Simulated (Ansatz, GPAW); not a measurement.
# Ballistic transport through a C6 chain between two Ru chains, from relaxation to T(E), part 2 of 4

Aim: the conductance of a C6 chain between two Ru chains after relaxation, and whether geometry, basis or functional moves it most.

GPAW 26.7.0 and Ansatz 0.2.0; Ansatz plane waves; relaxation of the junction with the lead ends held (the session's first sound run).

So far. Step 2 (Relaxing the atoms): The relaxation lowered the energy of the cell by 2.62 eV.

### Step 3. Plane-wave reference (PBE)

Plane waves give the reference curve, free of the bias of atom-centred orbitals.

This step: Ansatz plane waves; Landauer transmission by layers, zero bias (Ansatz 0.2.0).

Contents of input.yaml:

```yaml
crystal:
  lattice:
    - [9.0, 0.0, 0.0]
    - [0.0, 9.0, 0.0]
    - [0.0, 0.0, 43.587]
  atoms:
    - { symbol: Ru, position: [0.5, 0.5, 0.0258104481] }
    - { symbol: Ru, position: [0.5, 0.5, 0.0774313442] }
    - { symbol: Ru, position: [0.5, 0.5, 0.1290522403] }
    - { symbol: Ru, position: [0.5, 0.5, 0.1806731365] }
    - { symbol: Ru, position: [0.5, 0.5, 0.2322940326] }
    - { symbol: Ru, position: [0.5, 0.5, 0.2839149288] }
    - { symbol: Ru, position: [0.5078639262, 0.4149161098, 0.3337103125] }
    - { symbol: Ru, position: [0.5005768214, 0.51356771, 0.3792234804] }
    - { symbol: C, position: [0.5055322493, 0.4709262157, 0.4249525267] }
    - { symbol: C, position: [0.5066588336, 0.4648175678, 0.4544532345] }
    - { symbol: C, position: [0.5073748516, 0.4637654937, 0.485332411] }
    - { symbol: C, position: [0.5076856846, 0.4638801982, 0.5146219819] }
    - { symbol: C, position: [0.5080287397, 0.4652909843, 0.5455036764] }
    - { symbol: C, position: [0.5066949427, 0.471200218, 0.5750040277] }
    - { symbol: Ru, position: [0.4931364206, 0.5117483406, 0.6207791523] }
    - { symbol: Ru, position: [0.5293897954, 0.4196022776, 0.6662832495] }
    - { symbol: Ru, position: [0.5, 0.5, 0.7160850712] }
    - { symbol: Ru, position: [0.5, 0.5, 0.7677059674] }
    - { symbol: Ru, position: [0.5, 0.5, 0.8193268635] }
    - { symbol: Ru, position: [0.5, 0.5, 0.8709477597] }
    - { symbol: Ru, position: [0.5, 0.5, 0.9225686558] }
    - { symbol: Ru, position: [0.5, 0.5, 0.9741895519] }
kpoints:
  mp_grid: { grid: [1, 1, 2] }
hamiltonian:
  xc: pbe
scf:
  occupations: { method: fermi_dirac, width: 0.1 }
output:
  transmission:
    leads: [[0, 1]]
    e_range: [-2, 2]
    de: 0.025
    kmesh: [1, 1]
    reduced_basis: true
  write_potential: true
  write_density: true
  volumetric_format: npy
  elf: true
```

The run is started by

```console
> ansatz run input.yaml --threads 4 --pin off --max-ram 8192MiB --backend cpu --events-out ev --progress --plain --runs-dir out
```

Numbers of over 12 decimals in the logs are rounded to 6 here.

Log:

```text
[...]
Crystal: 22 atoms, lattice volume = 3530.547 Å³
Basis set: ecut = 420 eV, 68965 PW (Γ)
Bands: 168, of which v1, the nominal top of the filled ones, is band 140 counted from 1 (139 counted from 0)
Symmetry: 1 space group operations
[...]
k-points: 2
[...]
SCF iter   1: F=—  HF=-95493.881427 eV  |F-HF|=—  |Δ(HF+E_count)|=         —  Δρ=1.07e-2  dr2=3.18e1  ethr=1.77e-3  ⟨swp⟩=6.0  Hψ=1238  notcnv=0
[...]
SCF iter  11: F=-95493.580200 eV  HF=-95493.580200 eV  |F-HF|=1.75e-8  |Δ(HF+E_count)|=   1.55e-7  Δρ=6.77e-7  dr2=2.17e-8  ethr=3.57e-11  ⟨swp⟩=5.5  Hψ=840  notcnv=0
SCF 1 converged in 11 iterations: F = -95493.580200 eV  dr2 = 2.17e-8
[...]
transmission: 54 of 324 steps passed
transmission: 108 of 324 steps passed
[...]
transmission: 324 of 324 steps passed
WARN: The output density's exchange-correlation potential varies sharply where the density is thin. Do not read a vacuum level from v_tot or v_xc, or from such a field of the output density. On a cell that repeats whose density bears no net charge and no dipole along the vacuum's axis use v_es (v_loc + v_h of the components); under efield.dipole_correction with no amplitude use v_es + v_field, which holds any externa [...]
SCF converged after 11 iterations
Free energy (F): -95493.580200 eV
[...]
Internal energy: -95491.854271 eV  (E = F + TS)
E sigma→0 (E₀):  -95492.717236 eV
Entropy (-TS):   -1.725929 eV (-78.451 meV/atom)
Fermi energy:    -3.171565 eV
[...]
--- Band table (eV) ---
  k-point 0: bands = [... 136 lower, -3.2887, -3.2417, -3.2027, -3.1911, -3.1873, -3.0885, -3.0623, -3.0458, ... 24 higher]
  k-point 1: bands = [... 136 lower, -3.3334, -3.2142, -3.1995, -3.1886, -3.1478, -3.1125, -3.1065, -3.0412, ... 24 higher]
--- Transmission ---
  basis      : 717 plane waves across, 54 finite elements along
  points     : 1, standing for a mesh of 1 x 1
  filling    : by the input's occupations and mesh, since the crystals that have channels conduct as metals do. If one of these is a semiconductor, that mesh has misplaced its level
  energies   : 161 from -2.000000 to 2.000000 eV about the Fermi level, 0.025000 eV apart; the leads are filled to 0.000000 eV, and channels, transmission and decay are at 0.000000 eV
  crystal 0  : Ru1, at the sites [0, 1], period 2.2500 Å, over 27.00 Å; its Hamiltonian steps by up to 4.5 meV
    offset         : up to 0.0000 Å between an atom of the period and one for which it stands
    filled         : 12.0 meV under the level at which it is neutral
    channels       : 6.000000e0 a spin
    conductance    : 5.7388e14 S/m² at 300 K; may be off by some 0.0 % by where its bands' edges are placed, 0.0 % from the distance to neutral
  junction   : crystal 0 to crystal 0, 0.70 to 42.03 Å
    transmission   : 1.498896e0 a spin
    error estimate : 7.698418e-4 a spin from the reduction of the transverse basis, at the most 4.862856e-3 at -0.375000 eV
    conductance    : 1.4169e14 S/m² at 300 K (1.4170e14 on every other energy)
    error estimate : 0.0 % from the energy spacing and 0.0 % from band edges of the leads and from resonances (wavevectors taken as independent; lower de), 0.1 % from the reduction of the transverse basis, 1.8 % from the steps of its leads' Hamiltonians or their offsets (lay more layers), 2.5 % from the distance to neutral
    resistance     : 5.3152e-3 Ω µm² beyond half of each lead's own
```

Wall time 4.3 min (4 threads of Intel Xeon Platinum 8375C at 2.90GHz (Ice Lake), shared host); peak memory 5.5 GiB.

In the SCF lines HF is the Harris–Foulkes energy and dr2 the Hartree energy of the density residual, in eV; the loop may stop once dr2 is under the threshold and the program's other checks hold. Hψ counts applications of the Hamiltonian.

Numbers from this step:

```yaml
free_energy: -95493.5802 eV
lead_level: 0 eV from the Fermi level
transmission_at_the_fermi_level_one_spin: 1.499
open_channels_of_the_lead_at_the_fermi_level_one_spin: 6
step_of_the_potential_along_the_lead: 4.5 meV
offset_of_the_lead: 0 Å
filling_of_the_lead_less_its_bulk_value_in_size: 12 meV
conductance: 1.481 G₀
```

One spin. The transmission, zone mean by energy, zero at the Fermi level:

```tsv
energy (eV)	transmission, zone mean
-2.000	0.168
-1.800	0.250
-1.600	0.486
-1.400	1.58
-1.200	1.78
-1.175	1.79
-1.000	1.41
-0.800	1.02
-0.600	0.986
-0.400	1.35
-0.225	1.84
-0.200	1.83
0.000	1.50
0.200	0.648
0.400	1.24
0.550	1.49
0.600	1.43
0.800	0.787
1.000	0.373
1.200	0.201
1.400	0.129
1.600	0.0989
1.800	0.0928
2.000	0.102
```

One spin. Table of open channels, zone mean by energy, zero at the Fermi level:

energy (eV), open channels, zone mean and a bar from the least value:
```
   -2.000       3.00 
   -1.900       3.00 
   -1.800       3.00 
   -1.700       3.00 
   -1.600       3.00 
   -1.500       3.00 
   -1.400       3.00 
   -1.300       5.00 ####################
   -1.200       5.00 ####################
   -1.100       6.00 ##############################
   -1.000       6.00 ##############################
   -0.900       6.00 ##############################
   -0.800       6.00 ##############################
   -0.700       6.00 ##############################
   -0.600       6.00 ##############################
   -0.500       6.00 ##############################
   -0.400       6.00 ##############################
   -0.300       6.00 ##############################
   -0.200       6.00 ##############################
   -0.100       6.00 ##############################
    0.000       6.00 ##############################
    0.100       6.00 ##############################
    0.200       6.00 ##############################
    0.300       4.00 ##########
    0.400       4.00 ##########
    0.500       4.00 ##########
    0.600       4.00 ##########
    0.700       4.00 ##########
    0.800       4.00 ##########
    0.900       4.00 ##########
    1.000       4.00 ##########
    1.100       4.00 ##########
    1.200       4.00 ##########
    1.300       4.00 ##########
    1.400       4.00 ##########
    1.500       4.00 ##########
    1.600       4.00 ##########
    1.700       4.00 ##########
    1.800       3.00 
    1.900       3.00 
    2.000       3.00
```

Crystal 0, spin -, k parallel (0, 0); distinct values, listed up to 1.5 1/Å. Im kz of the slowest decaying states against energy, zero at the Fermi level:

```tsv
energy (eV)	decay 1 (Å⁻¹)	decay 2 (Å⁻¹)	decay 3 (Å⁻¹)	decay 4 (Å⁻¹)
-2.000	0.500	0.608	0.609	1.26
-1.800	0.436	0.518	0.519	1.24
-1.600	0.359	0.402	0.403	1.22
-1.400	0.222	0.223	0.262	1.20
-1.200	0.0920	1.17	1.17	1.25
-1.000	1.15	1.15	1.22	1.33
-0.800	1.13	1.13	1.20	1.31
-0.600	1.11	1.11	1.18	1.29
-0.400	1.08	1.08	1.16	1.27
-0.200	1.06	1.06	1.13	1.25
0.000	1.03	1.03	1.11	1.22
0.200	1.01	1.01	1.09	1.20
0.400	0.281	0.281	0.982	0.982
0.600	0.394	0.394	0.956	0.956
0.800	0.473	0.473	0.929	0.929
1.000	0.535	0.535	0.901	0.901
1.200	0.586	0.586	0.873	0.873
1.400	0.630	0.630	0.844	0.844
1.600	0.667	0.815	0.815	0.897
1.800	0.0971	0.700	0.700	0.785
2.000	0.186	0.729	0.729	0.755
```

Crystal 0, spin -, k parallel (0, 0). The Re kz of states that move upwards by energy, zero at the Fermi level:

```tsv
energy (eV)	channel 1 (Å⁻¹)	channel 2 (Å⁻¹)	channel 3 (Å⁻¹)	channel 4 (Å⁻¹)	channel 5 (Å⁻¹)	channel 6 (Å⁻¹)
-2.0000	-0.758	-0.757	0.629	-	-	-
-1.7500	-0.712	-0.711	0.657	-	-	-
-1.5000	-0.669	-0.668	0.685	-	-	-
-1.2500	-0.627	-0.626	0.198	0.199	0.713	-
-1.0000	-0.586	-0.585	0.227	0.445	0.446	0.742
-0.7500	-0.545	-0.545	0.354	0.612	0.613	0.773
-0.5000	-0.506	-0.505	0.445	0.760	0.760	0.806
-0.2500	-0.467	-0.466	0.518	0.840	0.908	0.908
0.0000	-0.428	-0.427	0.580	0.878	1.08	1.08
0.2500	-0.389	-0.388	0.633	0.919	-	-
0.5000	-0.349	-0.349	0.679	0.965	-	-
0.7500	-0.310	-0.309	0.720	1.01	-	-
1.0000	-0.269	-0.268	0.756	1.07	-	-
1.2500	-0.227	-0.226	0.789	1.14	-	-
1.5000	-0.184	-0.183	0.819	1.22	-	-
1.7500	-0.138	-0.137	0.848	-	-	-
2.0000	-0.0875	-0.0865	0.874	-	-	-
```

The electrostatic potential energy of an electron (with the applied field's), less the Fermi level, planar mean oscillates, so the rows of the table below give means over windows of 2.18 Å about each position, cut where the curve ends. Its first 14 maxima inside the range that stand out by 2 % of the span (Å: eV): 2.2: 4.61, 4.5: 4.61, 6.7: 4.59, 9.0: 4.61, 11.2: 4.55, 13.5: 4.41, 15.5: 4.21, 17.9: 4.91, 19.2: 4.96, 20.5: 4.95, 21.8: 4.95, 23.1: 4.95, 24.4: 4.96, 25.7: 4.91. Its first 14 minima: 1.2: 2.45, 3.3: 2.46, 5.7: 2.45, 7.8: 2.45, 10.2: 2.44, 12.3: 2.37, 14.5: 2.34, 16.6: 2.39, 18.5: 4.23, 19.8: 4.28, 21.2: 4.26, 22.4: 4.26, 23.8: 4.28, 25.1: 4.23.

The electrostatic potential energy of an electron (with the applied field's), less the Fermi level, planar mean by z; means over each step:

```tsv
z (Å)	electrostatic potential energy of an electron (with the applied field's), less the Fermi level, planar mean (eV)
1.09	3.56
3.27	3.57
5.45	3.56
7.63	3.56
9.81	3.56
11.99	3.50
14.17	3.42
16.35	3.42
18.53	4.65
20.71	4.57
22.89	4.57
25.07	4.65
27.25	3.42
29.43	3.42
31.61	3.50
33.79	3.56
35.97	3.56
38.15	3.56
40.33	3.57
42.51	3.48
```

The valence density, planar mean oscillates, so the rows of the table below give means over windows of 2.18 Å about each position, cut where the curve ends. Its first 14 maxima inside the range that stand out by 2 % of the span (Å: e/Å³): 1.2: 0.175, 3.3: 0.175, 5.7: 0.174, 7.8: 0.175, 10.2: 0.175, 12.3: 0.175, 14.5: 0.176, 16.6: 0.175, 19.5: 0.0407, 21.5: 0.0400, 24.1: 0.0407, 27.0: 0.175, 29.1: 0.176, 31.2: 0.175. Its first 14 minima: 2.2: 0.0261, 4.5: 0.0256, 6.7: 0.0259, 9.0: 0.0258, 11.2: 0.0258, 13.5: 0.0278, 15.5: 0.0346, 17.6: 0.0225, 20.5: 0.0342, 23.1: 0.0342, 26.0: 0.0224, 28.0: 0.0346, 30.1: 0.0277, 32.4: 0.0258.

Table of valence density, planar mean by z; means over each step:

z (Å), valence density, planar mean (e/Å³) and a bar from the least value:
```
     1.09      0.090 ############################
     3.27      0.090 ############################
     5.45      0.090 ###########################
     7.63      0.090 ###########################
     9.81      0.089 ###########################
    11.99      0.089 ###########################
    14.17      0.091 ############################
    16.35      0.092 #############################
    18.53      0.035 
    20.71      0.037 #
    22.89      0.037 #
    25.07      0.035 
    27.25      0.092 #############################
    29.43      0.091 ############################
    31.61      0.089 ###########################
    33.79      0.089 ###########################
    35.97      0.090 ###########################
    38.15      0.090 ###########################
    40.33      0.090 ############################
    42.51      0.095 ##############################
```

Electrostatic potential energy in the cb plane at fractional x = 0.508, with atoms of Ru and C within 0.2 Å of it. With pseudopotentials it is smooth inside the atoms' cores, unlike the true potential.

Values in eV, 13 rows by 16 columns, each cell a mean:
```
  2   2   2   2   2   2   2   2   2   2   2   2   2   2   2   2
  2   2   2   2   2   2   2   2   2   2   2   2   2   2   2   2
  2   2   2   2   2   2   1   1   2   2   2   2   2   2   2   2
  1   1   1   1   2   2   1   0   1   2   2   2   2   2   2   2
 -4  -2  -3  -4   1   1  -4  -8   0   2   2   2   2   2   2   2
-45 -28 -33 -41  -3  -3 -31 -57  -7  -6  -5  -5  -4  -5  -5  -6
-70 -48 -54 -65 -22 -43 -43 -71 -24 -52 -56 -46 -44 -46 -56 -52
-28 -17 -20 -26 -43 -74 -17 -19  -9 -27 -34 -30 -28 -30 -34 -27
 -1   0   0  -1 -18 -38  -4   0   1   1   0   0   0   0   0   1
  2   2   2   1  -1  -3   1   2   2   2   2   2   2   2   2   2
  2   2   2   2   1   1   1   2   2   2   2   2   2   2   2   2
  2   2   2   2   2   2   2   2   2   2   2   2   2   2   2   2
  2   2   2   2   2   2   2   2   2   2   2   2   2   2   2   2
```
Columns run along c (16.0 Å, from fractional 0.22 to 0.59 of the cell; values clipped at the 3rd and 97th percentile), rows up along b (9.0 Å). Atoms in or near the plane, at fractional coordinates: Ru at (0.23, 0.50), Ru at (0.28, 0.50), Ru at (0.33, 0.41), Ru at (0.38, 0.51), C at (0.42, 0.47), C at (0.45, 0.46), C at (0.49, 0.46), C at (0.51, 0.46), C at (0.55, 0.47), C at (0.58, 0.47).

Valence density in the cb plane at fractional x = 0.508, with atoms of Ru and C within 0.2 Å of it. It is the smooth field of the valence electrons, not physical close to the nuclei.

Ten steps, logarithmic in the rise over the least value, from '0' (0.00 × 1e0 e/Å³) to '9' (9.64 × 1e0 e/Å³), each cell a mean:
```
00000000000000000000000000000000000000000000
00000000000000000000000000000000000000000000
00000000000000000000000000000000000000000000
00000000000000000000000000000000000000000000
00000000000000000000000000000000000000000000
00000000000000000000000000000000000000000000
00000000000000000000000000000000000000000000
11110000100000000011100000000000000000000000
22221122221100001123321110000000000000000000
45653335653211112357753222222111111111112222
68985468985323333589974344444433444443344444
79996479997445654689985566666555566655556666
79986479996468986589974566666666666666666666
57764357775479997456653455666666666666666665
34432223433479996433322334444444444444444444
11111111122257874221111112222222222222222221
00000000001123432110000000000000000000000000
00000000000011111000000000000000000000000000
00000000000000000000000000000000000000000000
00000000000000000000000000000000000000000000
00000000000000000000000000000000000000000000
00000000000000000000000000000000000000000000
00000000000000000000000000000000000000000000
00000000000000000000000000000000000000000000
```
Columns run along c (16.0 Å, from fractional 0.22 to 0.59 of the cell), rows up along b (9.0 Å). Atoms in or near the plane, at fractional coordinates: Ru at (0.23, 0.50), Ru at (0.28, 0.50), Ru at (0.33, 0.41), Ru at (0.38, 0.51), C at (0.42, 0.47), C at (0.45, 0.46), C at (0.49, 0.46), C at (0.51, 0.46), C at (0.55, 0.47), C at (0.58, 0.47).

ELF in the cb plane at fractional x = 0.508, with atoms of Ru and C within 0.2 Å of it. It is the smooth field of the valence electrons, not physical close to the nuclei.

Values, 13 rows by 16 columns, each cell a mean:
```
0.00 0.00 0.00 0.00 0.01 0.01 0.01 0.00 0.00 0.00 0.00 0.00 0.00 0.00 0.00 0.00
0.02 0.02 0.01 0.01 0.02 0.02 0.02 0.01 0.00 0.00 0.00 0.00 0.00 0.00 0.00 0.00
0.09 0.08 0.05 0.04 0.04 0.05 0.04 0.03 0.01 0.01 0.00 0.00 0.00 0.00 0.00 0.01
0.18 0.17 0.13 0.09 0.11 0.12 0.08 0.09 0.05 0.05 0.03 0.01 0.03 0.01 0.03 0.05
0.24 0.23 0.22 0.17 0.22 0.26 0.16 0.24 0.19 0.29 0.23 0.17 0.26 0.17 0.23 0.30
0.51 0.40 0.44 0.48 0.29 0.34 0.37 0.56 0.48 0.68 0.64 0.60 0.70 0.60 0.64 0.68
0.52 0.48 0.49 0.51 0.38 0.51 0.46 0.53 0.61 0.53 0.49 0.59 0.68 0.59 0.49 0.53
0.42 0.35 0.37 0.42 0.47 0.51 0.35 0.35 0.66 0.68 0.62 0.66 0.74 0.66 0.62 0.68
0.21 0.23 0.22 0.27 0.35 0.49 0.26 0.18 0.41 0.52 0.51 0.45 0.57 0.45 0.51 0.52
0.14 0.13 0.12 0.19 0.20 0.18 0.15 0.09 0.09 0.14 0.12 0.08 0.14 0.08 0.11 0.14
0.05 0.04 0.04 0.08 0.13 0.12 0.07 0.03 0.01 0.02 0.01 0.01 0.01 0.01 0.01 0.02
0.01 0.01 0.01 0.02 0.06 0.06 0.03 0.01 0.00 0.00 0.00 0.00 0.00 0.00 0.00 0.00
0.00 0.00 0.00 0.01 0.02 0.03 0.01 0.00 0.00 0.00 0.00 0.00 0.00 0.00 0.00 0.00
```
Columns run along c (16.0 Å, from fractional 0.22 to 0.59 of the cell), rows up along b (9.0 Å). Atoms in or near the plane, at fractional coordinates: Ru at (0.23, 0.50), Ru at (0.28, 0.50), Ru at (0.33, 0.41), Ru at (0.38, 0.51), C at (0.42, 0.47), C at (0.45, 0.46), C at (0.49, 0.46), C at (0.51, 0.46), C at (0.55, 0.47), C at (0.58, 0.47).

T at the Fermi level is 1.50 of 6 open channels a spin.

(Continued in part 3 of 4.)

[Logs are printed without paths, hosts, clocks, repeated set-up lines and the standing remarks that a program may print on its own settings, such as how far it seeks lower states.]

[Hosts, paths, dates, database ids (printed as entryN), source tags and the programs' standing remarks are cut or masked in the printed files.]
